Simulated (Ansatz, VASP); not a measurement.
# One calculation of HfC, two programs

```
CELL_PARAMETERS angstrom
0.00000 2.28898 2.28898
2.28898 0.00000 2.28898
2.28898 2.28898 0.00000
ATOMIC_POSITIONS crystal
Hf 0.50000 0.50000 0.50000
C 0.00000 0.00000 0.00000
```

Alike in both runs: task single point; functional r2SCAN; k mesh 12 × 12 × 12; occupations gaussian, width 0.05 eV; no spin polarisation.

```csv
,VASP,Ansatz
version,VASP 6.6.1,Ansatz 0.2.0
potentials or method,"VASP PAW PBE potentials, release 64 (Hf_pv, C)","scalar-relativistic, plane waves, PAW"
plane-wave cutoff (eV),520,500
valence electrons in the cell,14,30
```

|  | VASP | Ansatz | Ansatz less VASP |
| --- | --- | --- | --- |
| gap on the k mesh at the Fermi level (eV) | none | none | - |
| pressure (GPa) | 10.0 | 10.8 | +0.88 |

A gap of «none» marks a metal or a gap that the smearing closes. With one functional, cell and mesh, what is left measures potentials, basis and numerics. The two sets of potentials don't hold the same shells in valence.

Caveats: the PAW data sets were made with another functional, which shifts forces and pressure a little (VASP). The runs have no spin-orbit coupling, so splittings on Hf are missing.
